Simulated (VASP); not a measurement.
# SiNi3 (Pm-3m) in VASP: a series of runs

Runs on SiNi3. Level: LDA. Tasks: single point, relaxation of cell and atoms.

Program: VASP 6.6.1. These are calculated values, not measurements. Logs are shortened: lines on timing, memory, paths and dates and some standing lists are left out, and cuts for length are marked.

## Step 1: Starting point

Symmetry: Pm-3m, No. 221, cubic system. Conventional cell: a = 3.428 Å, b = 3.428 Å, c = 3.428 Å, α = 90.00°, β = 90.00°, γ = 90.00°. Around Si (site symmetry m-3m) lie 12 Ni at 2.42 Å. Around Ni (site symmetry 4/mmm) lie 4 Si at 2.42 Å and 8 Ni at 2.42 Å.

The cell comes from a database or a generator and needn't be the stable form of this composition.

## Step 2: Single point, LDA

The input, INCAR:

```
SYSTEM = SiNi3
PREC     = Accurate       ! precision mode
ENCUT    = 520            ! plane-wave cutoff, eV
EDIFF    = 1E-6           ! SCF threshold, eV
ISMEAR   = 0              ! smearing method
SIGMA    = 0.1            ! smearing width, eV
LREAL    = .False.        ! projectors in reciprocal space
LASPH    = .True.         ! aspherical terms in the spheres
NELM     = 100            ! most SCF steps
ALGO     = Normal         ! electronic algorithm
ISIF     = 2              ! what is computed and relaxed
LWAVE    = .False.        ! write WAVECAR
LCHARG   = .False.        ! write CHGCAR
NBANDS   = 25             ! bands
```

The input, KPOINTS:

```
regular mesh
0
Gamma
  10 10 10
  0 0 0
```

The input, POSCAR:

```
SiNi3
1.0
    3.4282169426      0.0000000000      0.0000000000
    0.0000000000      3.4282169426      0.0000000000
    0.0000000000      0.0000000000      3.4282169426
Si Ni
1 3
Direct
    0.0000000000      0.0000000000      0.0000000000
    0.0000000000      0.5000000000      0.5000000000
    0.5000000000      0.5000000000      0.0000000000
    0.5000000000      0.0000000000      0.5000000000
```

Potentials or basis: VASP PAW LDA potentials, release 64 (Si, Ni).

Started as:

```
$ cat potpaw_LDA.64/Si/POTCAR potpaw_LDA.64/Ni/POTCAR > POTCAR
$ mpirun -np 1 vasp_std > vasp.out
```

OUTCAR:

```text
SYSTEM = SiNi3
   PREC = Accurate
   ENCUT = 520
   EDIFF = 1E-6
   ISMEAR = 0
   LREAL = .False.
   LASPH = .True.
   NELM = 100
   ISIF = 2

 ion  position               nearest neighbor table
   1  0.000  0.000  0.000-   2 2.42   3 2.42   4 2.42   2 2.42   4 2.42   2 2.42   3 2.42   2 2.42
                             3 2.42   4 2.42   4 2.42   3 2.42
   2  0.000  0.500  0.500-   1 2.42   3 2.42   4 2.42   1 2.42   3 2.42   1 2.42   4 2.42   1 2.42
                             3 2.42   4 2.42   3 2.42   4 2.42
   3  0.500  0.500  0.000-   1 2.42   2 2.42   4 2.42   2 2.42   4 2.42   1 2.42   4 2.42   4 2.42
                             1 2.42   2 2.42   2 2.42   1 2.42
   4  0.500  0.000  0.500-   1 2.42   2 2.42   3 2.42   1 2.42   3 2.42   2 2.42   3 2.42   3 2.42
                             1 2.42   2 2.42   1 2.42   2 2.42

  LATTYP: Found a simple cubic cell.
 ALAT       =     3.4282169426

  Lattice vectors:

 A1 = (   3.4282169426,   0.0000000000,   0.0000000000)
 A2 = (   0.0000000000,   3.4282169426,   0.0000000000)
 A3 = (   0.0000000000,   0.0000000000,   3.4282169426)

Analysis of symmetry for initial positions (statically):
=====================================================================
 Subroutine PRICEL returns:
 Original cell was already a primitive cell.

 Routine SETGRP: Setting up the symmetry group for a
 simple cubic supercell.

 Subroutine GETGRP returns: Found 48 space group operations
 (whereof 48 operations were pure point group operations)
 out of a pool of 48 trial point group operations.

The static configuration has the point symmetry O_h .

Analysis of symmetry for dynamics (positions and initial velocities):
=====================================================================
 Subroutine PRICEL returns:
 Original cell was already a primitive cell.

 Routine SETGRP: Setting up the symmetry group for a
 simple cubic supercell.

 Subroutine GETGRP returns: Found 48 space group operations
 (whereof 48 operations were pure point group operations)
 out of a pool of 48 trial point group operations.

The dynamic configuration has the point symmetry O_h .

 Subroutine INISYM returns: Found 48 space group operations
 (whereof 48 operations are pure point group operations),
 and found     1 'primitive' translations

----------------------------------------------------------------------------------------

                                     Primitive cell

  volume of cell :      40.2907

  direct lattice vectors                    reciprocal lattice vectors
     3.428216943  0.000000000  0.000000000     0.291696826  0.000000000  0.000000000
     0.000000000  3.428216943  0.000000000     0.000000000  0.291696826  0.000000000
     0.000000000  0.000000000  3.428216943     0.000000000  0.000000000  0.291696826

  length of vectors
     3.428216943  3.428216943  3.428216943     0.291696826  0.291696826  0.291696826

  position of ions in fractional coordinates (direct lattice)
     0.000000000  0.000000000  0.000000000
     0.000000000  0.500000000  0.500000000
     0.500000000  0.500000000  0.000000000
     0.500000000  0.000000000  0.500000000

  ion indices of the primitive-cell ions
   primitive index   ion index
                 1           1
                 2           2
                 3           3
                 4           4

----------------------------------------------------------------------------------------

 KPOINTS: regular mesh

Automatic generation of k-mesh.
 Grid dimensions read from file:
 generate k-points for:   10   10   10

 Generating k-lattice:

  Cartesian coordinates                     Fractional coordinates (reciprocal lattice)
     0.029169683  0.000000000  0.000000000     0.100000000  0.000000000  0.000000000
     0.000000000  0.029169683  0.000000000     0.000000000  0.100000000  0.000000000
     0.000000000  0.000000000  0.029169683     0.000000000  0.000000000  0.100000000

  Length of vectors
     0.029169683  0.029169683  0.029169683

  Shift w.r.t. Gamma in fractional coordinates (k-lattice)
     0.000000000  0.000000000  0.000000000

 Subroutine IBZKPT returns following result:
 ===========================================

 Found     56 irreducible k-points:

 Following reciprocal coordinates:
            Coordinates               Weight
  0.000000  0.000000  0.000000      1.000000
  0.100000  0.000000  0.000000      6.000000
  0.200000  0.000000  0.000000      6.000000
  0.300000  0.000000  0.000000      6.000000
  0.400000  0.000000  0.000000      6.000000
  0.500000  0.000000  0.000000      3.000000
[... 16 lines left out ...]
  0.200000  0.100000  0.100000     24.000000
  0.300000  0.100000  0.100000     24.000000
 [... further k-points ...]
   k-points           NKPTS =     56   k-points in BZ     NKDIM =     56   number of bands    NBANDS=     25
   number of dos      NEDOS =    301   number of ions     NIONS =      4
   total plane-waves  NPLWV =  21952
   dimension x,y,z NGX =    28 NGY =   28 NGZ =   28
   dimension x,y,z NGXF=    56 NGYF=   56 NGZF=   56
   ions per type =               1   3
   NGX,Y,Z   is equivalent  to a cutoff of  13.58, 13.58, 13.58 a.u.
   NGXF,Y,Z  is equivalent  to a cutoff of  27.16, 27.16, 27.16 a.u.
 SYSTEM =  SiNi3
   PREC   = accura    normal or accurate (medium, high low for compatibility)
   ISTART =      0    job   : 0-new  1-cont  2-samecut
   ICHARG =      2    charge: 1-file 2-atom 10-const
   ISPIN  =      1    spin polarized calculation?
   LNONCOLLINEAR =      F non collinear calculations
   LSORBIT =      F    spin-orbit coupling
   LASPH  =      T    aspherical Exc in radial PAW
   ENCUT  =  520.0 eV  38.22 Ry    6.18 a.u.   6.37  6.37  6.37*2*pi/ulx,y,z
   NELM   =    100;   NELMIN=  2; NELMDL= -5     # of ELM steps
   EDIFF  = 0.1E-05   stopping-criterion for ELM
   LREAL  =      F    real-space projection
   EDIFFG = 0.1E-04   stopping-criterion for IOM
   NSW    =      0    number of steps for IOM
   IBRION =     -1    ionic relax: 0-MD 1-quasi-New 2-CG
   NFREE  =      0    steps in history (QN), initial steepest desc. (CG)
   ISIF   =      2    stress and relaxation
   ISYM   =      2    0-nonsym 1-usesym 2-fastsym
   POTIM  = 0.5000    time-step for ionic-motion
   TEBEG  =    0.0;   TEEND  =   0.0 temperature during run
   PSTRESS=    0.0 pullay stress
   NELECT =      34.0000    total number of electrons
   NUPDOWN=      -1.0000    fix difference up-down
   EMIN   =  10.00;   EMAX   =-10.00  energy-range for DOS
   EFERMI =   0.00;   METHOD = LEGACY
   ISMEAR =     0;   SIGMA  =   0.10  broadening in eV -4-tet -1-fermi 0-gaus
   EFERMI_NEDOS =   21; number of points for ismear=-14 and -15
   IALGO  =     38    algorithm
   IMIX   =      4    mixing-type and parameters
     AMIX     =   0.40;   BMIX     =  1.00
     AMIX_MAG =   1.60;   BMIX_MAG =  1.00
  volume/ion in A,a.u.               =      10.07        67.97
  Fermi-wavevector in a.u.,A,eV,Ry     =   1.547033  2.923468 32.562964  2.393310
  Thomas-Fermi vector in A             =   2.652184
   LORBIT       =      0    0 simple, 1 ext, 2 COOP (PROOUT), +10 PAW based schemes
   GGA     = CA    functional components
   LHFCALC =     F    Hartree Fock is set to
   AEXX    =    0.0000 exact exchange contribution
   IVDW    =     0    specifies the selected vdW correction
   LEPSILON=     F    determine dielectric tensor
   LRPA    =     F    only Hartree local field effects (RPA)
 non-spin polarized calculation
 Gauss-broadening in eV      SIGMA  =   0.10
  energy-cutoff  :      520.00
  volume of cell :       40.29
 maximum number of plane-waves:      1108
 NGX is ok and might be reduce to    28
   NGX = 13   NGY = 13   NGZ = 13

 number of electron      33.9999984 magnetization

 Free energy of the ion-electron system (eV)
  ---------------------------------------------------
  ext. energy  EPLUGINS =         0.00000000
  ---------------------------------------------------
  free energy    TOTEN  =       -27.92879715 eV

  energy without entropy =      -27.91976036  energy(sigma->0) =      -27.92427875

 E-fermi :  11.4652     XC(G=0): -13.7480

 val. band max:       11.4441644826   @ k =   0.1000   0.1000   0.0000
 cond. band min:      11.5096261091   @ k =   0.0000   0.0000   0.0000
 fundamental gap:      0.0654616265
 Fermi energy:        11.4651933486

 k-point     1 :       0.0000    0.0000    0.0000
  band No.  band energies     occupation
      1      -0.9227      2.00000
      2       6.1679      2.00000
      3       7.0084      2.00000
      4       7.0084      2.00000
      5       7.5471      2.00000
      6       7.5471      2.00000
[... 17 lines left out ...]
     24      22.5047      0.00000
     25      22.5047      0.00000

 k-point     2 :       0.1000    0.0000    0.0000
  band No.  band energies     occupation
      1      -0.7988      2.00000
      2       6.1986      2.00000
      3       6.8513      2.00000
      4       7.0982      2.00000
      5       7.5422      2.00000
      6       7.5422      2.00000
[... 17 lines left out ...]
     24      22.1065      0.00000
     25      22.2314      0.00000

 k-point     3 :       0.2000    0.0000    0.0000
  band No.  band energies     occupation
      1      -0.4342      2.00000
      2       5.9456      2.00000
      3       6.6561      2.00000
      4       7.3530      2.00000
      5       7.5191      2.00000
      6       7.5191      2.00000
[... 17 lines left out ...]
     24      20.8528      0.00000
     25      21.8932      0.00000

 k-point     4 :       0.3000    0.0000    0.0000
  band No.  band energies     occupation
      1       0.1435      2.00000
      2       4.9955      2.00000
      3       6.8614      2.00000
      4       7.4684      2.00000
      5       7.4684      2.00000
      6       7.7237      2.00000
[... 17 lines left out ...]
     24      20.0498      0.00000
     25      23.0516      0.00000
[... 477 lines left out ...]
 k-point    22 :       0.1000    0.1000    0.1000
  band No.  band energies     occupation
      1      -0.5540      2.00000
      2       6.2775      2.00000
      3       6.8982      2.00000
      4       6.8982      2.00000
      5       7.4055      2.00000
      6       7.6592      2.00000
[... 17 lines left out ...]
     24      21.7075      0.00000
     25      21.7075      0.00000

 k-point    23 :       0.2000    0.1000    0.1000
  band No.  band energies     occupation
      1      -0.1955      2.00000
      2       6.0783      2.00000
      3       6.6640      2.00000
      4       7.1073      2.00000
      5       7.3272      2.00000
      6       7.6859      2.00000
[... 17 lines left out ...]
     24      20.1407      0.00000
     25      21.9750      0.00000

 k-point    24 :       0.3000    0.1000    0.1000
  band No.  band energies     occupation
      1       0.3710      2.00000
      2       5.1595      2.00000
      3       6.8369      2.00000
      4       7.2874      2.00000
      5       7.2999      2.00000
      6       7.8343      2.00000
[... 17 lines left out ...]
     24      21.3682      0.00000
     25      22.5547      0.00000

 [... further k-points ...]
[... 5 lines left out ...]
  --------------------------------------------------------------------------------------
  -------------------------------------------------------------------------------------
  Total        0.0362015      0.0362015      0.0362015      0.0000000     -0.0000000      0.0000000
  in kB        1.4395685      1.4395685      1.4395685      0.0000000     -0.0000000      0.0000000
  external PRESSURE =       1.4395685 kB  Pullay stress =       0.0000000 kB

 VOLUME and BASIS-vectors are now :
 -----------------------------------------------------------------------------
  energy-cutoff  :      520.00
  volume of cell :       40.29
      direct lattice vectors                 reciprocal lattice vectors
     3.428216943  0.000000000  0.000000000     0.291696826  0.000000000  0.000000000
     0.000000000  3.428216943  0.000000000     0.000000000  0.291696826  0.000000000
     0.000000000  0.000000000  3.428216943     0.000000000  0.000000000  0.291696826

 POSITION                                       TOTAL-FORCE (eV/Angst)
 -----------------------------------------------------------------------------------
      0.00000      0.00000      0.00000         0.000000      0.000000      0.000000
      0.00000      1.71411      1.71411         0.000000      0.000000      0.000000
      1.71411      1.71411      0.00000         0.000000      0.000000      0.000000
      1.71411      0.00000      1.71411         0.000000      0.000000      0.000000
 -----------------------------------------------------------------------------------
    total drift:                                0.000000      0.000000      0.000000

  FREE ENERGIE OF THE ION-ELECTRON SYSTEM (eV)
  ---------------------------------------------------
  free  energy   TOTEN  =       -27.9287971521 eV

  energy  without entropy=      -27.9197603555  energy(sigma->0) =      -27.92427875
```

Run time: 22 s. Hardware: 1 thread of Intel Xeon 6975P-C (Granite Rapids), shared host; peak memory 0.16 GiB.

What came out:

```
Free energy            : -27.9288 eV
Pressure               : 0.1 GPa
Band gap on the k mesh : none (metal or under the smearing width)
```

(Part 1 of 2 ends here.)
